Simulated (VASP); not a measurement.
# CaSe (Fm-3m) in VASP: notebook

CaSe is run at these levels: r2SCAN, PBE; tasks: single point.

All numbers are computed with VASP 6.6.1; they aren't measurements. Logs are shortened: lines on timing, memory, paths and dates and some standing lists are left out, and cuts for length are marked.

**Measured values to compare with.**

A printed reference work, monograph, original work of 1988 reports, for a bulk crystal of CaSe at 2 K: band gap 3.85 eV (indirect).

The runs below are set against these values where they give the same quantity.

## Step 1: The cell of the first run

The structure is cubic, space group Fm-3m (No. 225). The conventional cell has a = 5.935 Å, b = 5.935 Å, c = 5.935 Å, α = 90.00°, β = 90.00°, γ = 90.00°. Ca (site symmetry m-3m) has 6 Se at 2.97 Å within 3.9 Å. Se (site symmetry m-3m) has 6 Ca at 2.97 Å within 3.9 Å.

## Step 2: Single point, r2SCAN

Input file POSCAR:

```
CaSe
1.0
    0.0000000000      2.9675305925      2.9675305925
    2.9675305925      0.0000000000      2.9675305925
    2.9675305925      2.9675305925      0.0000000000
Ca Se
1 1
Direct
    0.0000000000      0.0000000000      0.0000000000
    0.5000000000      0.5000000000      0.5000000000
```

Input file INCAR.step1:

```
PREC = Accurate
ENCUT = 520
ISMEAR = 0
SIGMA = 0.01
LREAL = F
LASPH = T
NELM = 80
NBANDS = 15
GGA = PE
ALGO = Normal
EDIFF = 1E-4
LWAVE = T
LCHARG = F
```

Input file INCAR.step2:

```
PREC = Accurate
ENCUT = 520
EDIFF = 1E-6
ISMEAR = 0
SIGMA = 0.01
LREAL = F
LASPH = T
NELM = 80
ALGO = Normal
ISIF = 2
LWAVE = F
LCHARG = F
METAGGA = R2SCAN
LMIXTAU = T
NBANDS = 15
ISTART = 1
```

Input file KPOINTS:

```
regular mesh
0
Gamma
  8 8 8
```

Potentials or basis: VASP PAW PBE potentials, release 64 (Ca_sv, Se).

Launch:

```bash
cat potpaw_PBE.64/Ca_sv/POTCAR potpaw_PBE.64/Se/POTCAR > POTCAR
cp INCAR.step1 INCAR
mpirun -np 1 vasp_std > vasp.out
cp INCAR.step2 INCAR
mpirun -np 1 vasp_std > vasp.out
```

OUTCAR:

```text
PREC = Accurate
   ENCUT = 520
   EDIFF = 1E-6
   ISMEAR = 0
   LREAL = F
   LASPH = T
   NELM = 80
   ISIF = 2
   METAGGA = R2SCAN
   ISTART = 1

 ion  position               nearest neighbor table
   1  0.000  0.000  0.000-   2 2.97   2 2.97   2 2.97   2 2.97   2 2.97   2 2.97
   2  0.500  0.500  0.500-   1 2.97   1 2.97   1 2.97   1 2.97   1 2.97   1 2.97

  LATTYP: Found a face centered cubic cell.
 ALAT       =     5.9350611850

  Lattice vectors:

 A1 = (   0.0000000000,   2.9675305925,   2.9675305925)
 A2 = (   2.9675305925,   0.0000000000,   2.9675305925)
 A3 = (   2.9675305925,   2.9675305925,   0.0000000000)

Analysis of symmetry for initial positions (statically):
=====================================================================
 Subroutine PRICEL returns:
 Original cell was already a primitive cell.

 Routine SETGRP: Setting up the symmetry group for a
 face centered cubic supercell.

 Subroutine GETGRP returns: Found 48 space group operations
[... 9 lines left out ...]

 Routine SETGRP: Setting up the symmetry group for a
 face centered cubic supercell.

 Subroutine GETGRP returns: Found 48 space group operations
[... 11 lines left out ...]
                                     Primitive cell

  volume of cell :      52.2656

  direct lattice vectors                    reciprocal lattice vectors
     0.000000000  2.967530593  2.967530593    -0.168490260  0.168490260  0.168490260
     2.967530593  0.000000000  2.967530593     0.168490260 -0.168490260  0.168490260
     2.967530593  2.967530593  0.000000000     0.168490260  0.168490260 -0.168490260

  length of vectors
     4.196722011  4.196722011  4.196722011     0.291833690  0.291833690  0.291833690

  position of ions in fractional coordinates (direct lattice)
     0.000000000  0.000000000  0.000000000
     0.500000000  0.500000000  0.500000000

  ion indices of the primitive-cell ions
   primitive index   ion index
                 1           1
                 2           2

----------------------------------------------------------------------------------------

 KPOINTS: regular mesh

Automatic generation of k-mesh.
 Grid dimensions read from file:
 generate k-points for:    8    8    8

 Generating k-lattice:

  Cartesian coordinates                     Fractional coordinates (reciprocal lattice)
    -0.021061282  0.021061282  0.021061282     0.125000000  0.000000000  0.000000000
     0.021061282 -0.021061282  0.021061282     0.000000000  0.125000000  0.000000000
     0.021061282  0.021061282 -0.021061282     0.000000000  0.000000000  0.125000000

  Length of vectors
     0.036479211  0.036479211  0.036479211

  Shift w.r.t. Gamma in fractional coordinates (k-lattice)
     0.000000000  0.000000000  0.000000000

 Subroutine IBZKPT returns following result:
 ===========================================

 Found     29 irreducible k-points:

 Following reciprocal coordinates:
            Coordinates               Weight
  0.000000  0.000000  0.000000      1.000000
  0.125000  0.000000  0.000000      8.000000
  0.250000  0.000000  0.000000      8.000000
  0.375000  0.000000  0.000000      8.000000
  0.500000  0.000000  0.000000      4.000000
  0.125000  0.125000  0.000000      6.000000
[... 16 lines left out ...]
  0.500000  0.250000  0.125000     48.000000
 -0.375000  0.250000  0.125000     24.000000
 [... further k-points ...]
   k-points           NKPTS =     29   k-points in BZ     NKDIM =     29   number of bands    NBANDS=     15
   number of dos      NEDOS =    301   number of ions     NIONS =      2
   total plane-waves  NPLWV =  32768
   dimension x,y,z NGX =    32 NGY =   32 NGZ =   32
   dimension x,y,z NGXF=    64 NGYF=   64 NGZF=   64
   ions per type =               1   1
   NGX,Y,Z   is equivalent  to a cutoff of  12.68, 12.68, 12.68 a.u.
   NGXF,Y,Z  is equivalent  to a cutoff of  25.35, 25.35, 25.35 a.u.
 SYSTEM =  unknown system
   PREC   = accura    normal or accurate (medium, high low for compatibility)
   ISTART =      1    job   : 0-new  1-cont  2-samecut
   ICHARG =      0    charge: 1-file 2-atom 10-const
   ISPIN  =      1    spin polarized calculation?
   LNONCOLLINEAR =      F non collinear calculations
   LSORBIT =      F    spin-orbit coupling
   LASPH  =      T    aspherical Exc in radial PAW
   ENCUT  =  520.0 eV  38.22 Ry    6.18 a.u.   7.80  7.80  7.80*2*pi/ulx,y,z
   NELM   =     80;   NELMIN=  2; NELMDL=  0     # of ELM steps
   EDIFF  = 0.1E-05   stopping-criterion for ELM
   LREAL  =      F    real-space projection
   EDIFFG = 0.1E-04   stopping-criterion for IOM
   NSW    =      0    number of steps for IOM
   IBRION =     -1    ionic relax: 0-MD 1-quasi-New 2-CG
   NFREE  =      0    steps in history (QN), initial steepest desc. (CG)
   ISIF   =      2    stress and relaxation
   ISYM   =      2    0-nonsym 1-usesym 2-fastsym
   POTIM  = 0.5000    time-step for ionic-motion
   TEBEG  =    0.0;   TEEND  =   0.0 temperature during run
[... 49 lines left out ...]
      3     -19.3227      2.00000
      4     -19.3227      2.00000
      5     -10.0442      2.00000
      6       2.1146      2.00000
      7       2.1146      2.00000
      8       2.1146      2.00000
      9       6.1935      0.00000
     10       6.3447      0.00000
     11       6.3448      0.00000
     12       6.3448      0.00000
     13       6.9342      0.00000
     14       6.9342      0.00000
     15      12.5777      0.00000

 k-point     2 :       0.1250    0.0000    0.0000
  band No.  band energies     occupation
      1     -39.2124      2.00000
      2     -19.3394      2.00000
      3     -19.3238      2.00000
      4     -19.3237      2.00000
      5      -9.9504      2.00000
      6       1.3955      2.00000
      7       1.8873      2.00000
      8       1.8873      2.00000
      9       6.3062      0.00000
     10       6.5617      0.00000
     11       6.5617      0.00000
     12       7.0782      0.00000
     13       7.3361      0.00000
     14       7.3361      0.00000
     15      12.6972      0.00000

 k-point     3 :       0.2500    0.0000    0.0000
  band No.  band energies     occupation
      1     -39.2102      2.00000
      2     -19.3789      2.00000
      3     -19.3262      2.00000
      4     -19.3261      2.00000
      5      -9.7123      2.00000
      6       0.1714      2.00000
      7       1.4396      2.00000
      8       1.4396      2.00000
      9       6.4104      0.00000
     10       7.0956      0.00000
     11       7.0956      0.00000
     12       8.3373      0.00000
     13       8.3373      0.00000
     14       8.5049      0.00000
     15      12.1929      0.00000

 k-point     4 :       0.3750    0.0000    0.0000
  band No.  band energies     occupation
      1     -39.2080      2.00000
      2     -19.4178      2.00000
      3     -19.3286      2.00000
      4     -19.3286      2.00000
      5      -9.4544      2.00000
      6      -0.7734      2.00000
      7       1.0788      2.00000
      8       1.0788      2.00000
      9       6.7905      0.00000
     10       7.7954      0.00000
     11       7.7954      0.00000
     12       8.7135      0.00000
     13       9.4604      0.00000
     14       9.4604      0.00000
     15      11.7701      0.00000
[... 307 lines left out ...]
 k-point    22 :       0.3750    0.2500    0.1250
  band No.  band energies     occupation
      1     -39.2085      2.00000
      2     -19.3844      2.00000
      3     -19.3441      2.00000
      4     -19.3308      2.00000
      5      -9.5902      2.00000
      6      -0.1519      2.00000
      7       1.1818      2.00000
      8       1.2334      2.00000
      9       6.0386      0.00000
     10       7.4039      0.00000
     11       7.8396      0.00000
     12       7.8949      0.00000
     13       8.5365      0.00000
     14      10.3164      0.00000
     15      11.4549      0.00000

 k-point    23 :       0.5000    0.2500    0.1250
  band No.  band energies     occupation
      1     -39.2067      2.00000
      2     -19.4039      2.00000
      3     -19.3521      2.00000
      4     -19.3353      2.00000
      5      -9.4234      2.00000
      6      -0.5330      2.00000
      7       0.7070      2.00000
      8       0.9895      2.00000
      9       6.5272      0.00000
     10       7.9191      0.00000
     11       8.2085      0.00000
     12       8.3539      0.00000
     13       8.8685      0.00000
     14      10.4720      0.00000
     15      10.8599      0.00000

 k-point    24 :      -0.3750    0.2500    0.1250
  band No.  band energies     occupation
      1     -39.2060      2.00000
      2     -19.4125      2.00000
      3     -19.3536      2.00000
      4     -19.3384      2.00000
      5      -9.3519      2.00000
      6      -0.6765      2.00000
      7       0.5114      2.00000
      8       0.8986      2.00000
      9       7.1454      0.00000
     10       7.4391      0.00000
     11       8.4266      0.00000
     12       8.7293      0.00000
     13       9.0544      0.00000
     14       9.9549      0.00000
     15      11.4081      0.00000

 [... further k-points ...]

------------------------ aborting loop because EDIFF is reached ----------------------------------------

  FORCE on cell =-STRESS in cart. coord.  units (eV):
  Direction    XX          YY          ZZ          XY          YZ          ZX
  --------------------------------------------------------------------------------------
  -------------------------------------------------------------------------------------
  Total        0.0808243      0.0808243      0.0808243     -0.0000000      0.0000000      0.0000000
  in kB        2.4776341      2.4776341      2.4776341     -0.0000000      0.0000000      0.0000000
  external PRESSURE =       2.4776341 kB  Pullay stress =       0.0000000 kB

 VOLUME and BASIS-vectors are now :
 -----------------------------------------------------------------------------
  energy-cutoff  :      520.00
  volume of cell :       52.27
      direct lattice vectors                 reciprocal lattice vectors
     0.000000000  2.967530593  2.967530593    -0.168490260  0.168490260  0.168490260
     2.967530593  0.000000000  2.967530593     0.168490260 -0.168490260  0.168490260
     2.967530593  2.967530593  0.000000000     0.168490260  0.168490260 -0.168490260

 POSITION                                       TOTAL-FORCE (eV/Angst)
 -----------------------------------------------------------------------------------
      0.00000      0.00000      0.00000         0.000000     -0.000000      0.000000
      2.96753      2.96753      2.96753         0.000000      0.000000     -0.000000
 -----------------------------------------------------------------------------------
    total drift:                                0.000000     -0.000000     -0.000000

  FREE ENERGIE OF THE ION-ELECTRON SYSTEM (eV)
  ---------------------------------------------------
  free  energy   TOTEN  =       -25.9790881905 eV

  energy  without entropy=      -25.9790881905  energy(sigma->0) =      -25.97908819
```

Run time: 29 s. Hardware: 1 thread of Intel Xeon 6975P-C (Granite Rapids), shared host; peak memory 0.19 GiB.

What came out:

```yaml
Free_energy: -25.9791 eV
Pressure: 0.2 GPa
Band_gap_on_the_k_mesh: 2.52 eV, indirect (least direct gap 3.46 eV)
```

Caveat: the PAW data sets were made with another functional, which shifts forces and pressure a little.

## Step 3: Single point, PBE (volume changed by -6%)

Input file INCAR:

```
SYSTEM = CaSe
PREC = Accurate ; ENCUT = 520
EDIFF = 1E-6 ; ISMEAR = 0
SIGMA = 0.01 ; LREAL = .FALSE.
LASPH = .TRUE. ; NELM = 80
ALGO = Normal ; ISIF = 2
LWAVE = .FALSE. ; LCHARG = .FALSE.
GGA = PE ; NBANDS = 15
```

Input file KPOINTS:

```
Automatic mesh
0
G
  6 6 6
  0 0 0
```

Input file POSCAR:

```
CaSe
1.0
    0.0000000000      2.9187100386      2.9187100386
    2.9187100386      0.0000000000      2.9187100386
    2.9187100386      2.9187100386      0.0000000000
Ca Se
1 1
Direct
    0.0000000000      0.0000000000      0.0000000000
    0.5000000000      0.5000000000      0.5000000000
```

Potentials or basis: VASP PAW PBE potentials, release 64 (Ca_sv, Se).

Launch:

```bash
cat potpaw_PBE.64/Ca_sv/POTCAR potpaw_PBE.64/Se/POTCAR > POTCAR
mpirun -np 1 vasp_std > vasp.out
```

Wall time 17 s (1 thread of AMD EPYC 7R13, shared host); peak memory 0.14 GiB.

The run converged. Its results:

* Free energy: -9.4496 eV
* Pressure: 3.6 GPa
* Band gap on the k mesh: 1.92 eV, indirect (least direct gap 2.89 eV)

Levels at points of the mesh, in eV from the valence-band top:
```csv
k point,band 6,band 7,band 8,band 9,band 10,band 11
"(0.00, 0.00, 0.00)",0.00,0.00,0.00,3.56,3.69,3.69
"(0.50, 0.00, 0.00)",-3.44,-1.29,-1.29,4.58,5.59,5.60
"(0.50, 0.50, 0.00)",-2.62,-0.97,-0.97,1.92,5.11,5.23
```

Caveat: the cell differs from its parent crystal (volume changed by -6%). A k mesh can miss the band edges.

## Step 4: Single point, PBE (volume changed by -3%)

Input file INCAR:

```
PREC = Accurate ; ENCUT = 520
EDIFF = 1E-6 ; ISMEAR = 0
SIGMA = 0.01 ; LREAL = False
LASPH = True ; NELM = 60
ALGO = Normal ; ISIF = 2
LWAVE = False ; LCHARG = True
GGA = PE ; LELF = True
LVHAR = True ; NBANDS = 15
```

Input file KPOINTS:

```
regular mesh
0
Gamma
  6 6 6
```

Input file POSCAR:

```
CaSe
1.0
    0.0000000000      2.9494355601      2.9494355601
    2.9494355601      0.0000000000      2.9494355601
    2.9494355601      2.9494355601      0.0000000000
Ca Se
1 1
Direct
    0.0000000000      0.0000000000      0.0000000000
    0.5000000000      0.5000000000      0.5000000000
```

Launch:

```bash
cat potpaw_PBE.64/Ca_sv/POTCAR potpaw_PBE.64/Se/POTCAR > POTCAR
mpirun -np 1 vasp_std > vasp.out
```

Run time: 19 s. Hardware: 1 thread of AMD EPYC 7R13, shared host; peak memory 0.14 GiB.

It converged, with:

```
Free energy            : -9.4758 eV
Pressure               : 1.7 GPa
Band gap on the k mesh : 2.00 eV, indirect (least direct gap 2.95 eV)
```

Levels at points of the mesh, in eV from the valence-band top:
```csv
k point,band 6,band 7,band 8,band 9,band 10,band 11
"(0.00, 0.00, 0.00)",0.00,0.00,0.00,3.39,3.70,3.70
"(0.50, 0.00, 0.00)",-3.32,-1.22,-1.22,4.53,5.50,5.53
"(0.50, 0.50, 0.00)",-2.54,-0.94,-0.94,2.00,5.06,5.09
```

Caveat: the cell differs from its parent crystal (volume changed by -3%).

## Step 5: Single point, PBE

This run uses another cell than the first one, of 26.45 Å³/atom, 1.012 times its volume.

Input file INCAR:

```
PREC = Accurate
ENCUT = 520
EDIFF = 1E-7
ISMEAR = 0
SIGMA = 0.01
LREAL = False
LASPH = True
NELM = 100
ALGO = Normal
ISIF = 2
LWAVE = False
LCHARG = False
GGA = PE
NBANDS = 15
```

KPOINTS is that of step 4.

Input file POSCAR:

```
CaSe
1.0
    0.0000000000      2.9795339202      2.9795339202
    2.9795339202      0.0000000000      2.9795339202
    2.9795339202      2.9795339202      0.0000000000
Ca Se
1 1
Direct
    0.0000000000      0.0000000000      0.0000000000
    0.5000000000      0.5000000000      0.5000000000
```

Launch:

```bash
cat potpaw_PBE.64/Ca_sv/POTCAR potpaw_PBE.64/Se/POTCAR > POTCAR
mpirun -np 1 vasp_std > vasp.out
```

It took 23 s on 1 thread of AMD EPYC 7R13, shared host; peak memory 0.15 GiB.

Results (log left out):

| Quantity | Value |
| --- | --- |
| Free energy | -9.4851 eV |
| Pressure | 0.1 GPa |
| Band gap on the k mesh | 2.07 eV, indirect (least direct gap 2.99 eV) |

Levels at points of the mesh, in eV from the valence-band top:
```csv
k point,band 4,band 5,band 6,band 7,band 8,band 9,band 10,band 11,band 12,band 13
"(0.00, 0.00, 0.00)",-20.81,-11.72,0.00,0.00,0.00,3.22,3.71,3.71,3.71,4.26
"(0.50, 0.00, 0.00)",-20.82,-11.07,-3.20,-1.15,-1.15,4.48,5.42,5.45,5.45,7.39
"(0.50, 0.50, 0.00)",-20.84,-11.17,-2.46,-0.91,-0.91,2.07,4.95,5.00,5.93,5.97
```

## Step 6: Single point, PBE (volume changed by +3%)

Input file INCAR:

```
SYSTEM = CaSe
  ALGO = Normal
  EDIFF = 1E-6
  ENCUT = 520
  GGA = PE
  ISIF = 2
  ISMEAR = 0
  LASPH = .True.
  LCHARG = .True.
  LELF = .True.
  LREAL = .False.
  LVHAR = .True.
  LWAVE = .False.
  NBANDS = 15
  NELM = 80
  PREC = Accurate
  SIGMA = 0.01
```

Input file KPOINTS:

```
k-points
0
Gamma
  6 6 6
  0 0 0
```

Input file POSCAR:

```
CaSe
1.0
    0.0000000000      3.0090361747      3.0090361747
    3.0090361747      0.0000000000      3.0090361747
    3.0090361747      3.0090361747      0.0000000000
Ca Se
1 1
Direct
    0.0000000000      0.0000000000      0.0000000000
    0.5000000000      0.5000000000      0.5000000000
```

Potentials or basis: VASP PAW PBE potentials, release 64 (Ca_sv, Se).

Launch:

```bash
cat potpaw_PBE.64/Ca_sv/POTCAR potpaw_PBE.64/Se/POTCAR > POTCAR
mpirun -np 1 vasp_std > vasp.out
```

Run time: 29 s. Hardware: 1 thread of AMD EPYC 7R13, shared host; peak memory 0.15 GiB.

It converged, with:

| Item | Value |
| --- | --- |
| Free energy | -9.4800 eV |
| Pressure | -1.2 GPa |
| Band gap on the k mesh | 2.14 eV, indirect (least direct gap 3.02 eV) |

Levels at points of the mesh, in eV from the valence-band top:
| k point | band 4 | band 5 | band 6 | band 7 | band 8 | band 9 | band 10 | band 11 | band 12 | band 13 |
| --- | --- | --- | --- | --- | --- | --- | --- | --- | --- | --- |
| (0.00, 0.00, 0.00) | -20.90 | -11.63 | 0.00 | 0.00 | 0.00 | 3.07 | 3.72 | 3.72 | 3.72 | 4.23 |
| (0.50, 0.00, 0.00) | -20.90 | -11.02 | -3.09 | -1.09 | -1.09 | 4.43 | 5.33 | 5.37 | 5.37 | 7.21 |
| (0.50, 0.50, 0.00) | -20.92 | -11.10 | -2.39 | -0.89 | -0.89 | 2.14 | 4.82 | 4.94 | 5.80 | 5.87 |

Caveat: the cell differs from its parent crystal (volume changed by +3%). A k mesh can miss the band edges.

## Step 7: Overview

| level | cell | k mesh | gap on the mesh (eV) | pressure (GPa) |
| --- | --- | --- | --- | --- |
| r2SCAN | a = 4.197 Å, angles 60.0°, 2 atoms | 8 × 8 × 8 | 2.52 | 0.2 |
| PBE | a = 4.128 Å, angles 60.0°, 2 atoms | 6 × 6 × 6 | 1.92 | 3.6 |
| PBE | a = 4.171 Å, angles 60.0°, 2 atoms | 6 × 6 × 6 | 2.00 | 1.7 |
| PBE | a = 4.214 Å, angles 60.0°, 2 atoms | 6 × 6 × 6 | 2.07 | 0.1 |
| PBE | a = 4.255 Å, angles 60.0°, 2 atoms | 6 × 6 × 6 | 2.14 | -1.2 |

Alike in all rows: task single point; potentials or basis VASP PAW PBE potentials, release 64 (Ca_sv, Se); no spin polarisation; cutoff (eV) 520; smearing gaussian 0.01 eV.

Caveats: the PAW data sets were made with another functional, which shifts forces and pressure a little (some runs).

Absolute energies hang on the potentials; compare differences alone.

## Step 8: Comparison with measurements

Step 2. Measured gap of CaSe: 3.85 eV (indirect; 2 K; a printed reference work, monograph, original work of 1988). This calculation gives 2.52 eV (-1.33 eV). Spin-orbit coupling on Se is left out. The value is that of r2SCAN on a finite k mesh, which can miss the band edges, without temperature or zero-point motion.

Step 5. Against the measured gap of CaSe, 3.85 eV (indirect; 2 K; a printed reference work, monograph, original work of 1988), the calculated 2.07 eV is off by -1.78 eV. Spin-orbit coupling on Se is left out. The value is that of PBE on a finite k mesh, which can miss the band edges, without temperature or zero-point motion. Semilocal functionals fall short of measured gaps as a rule.
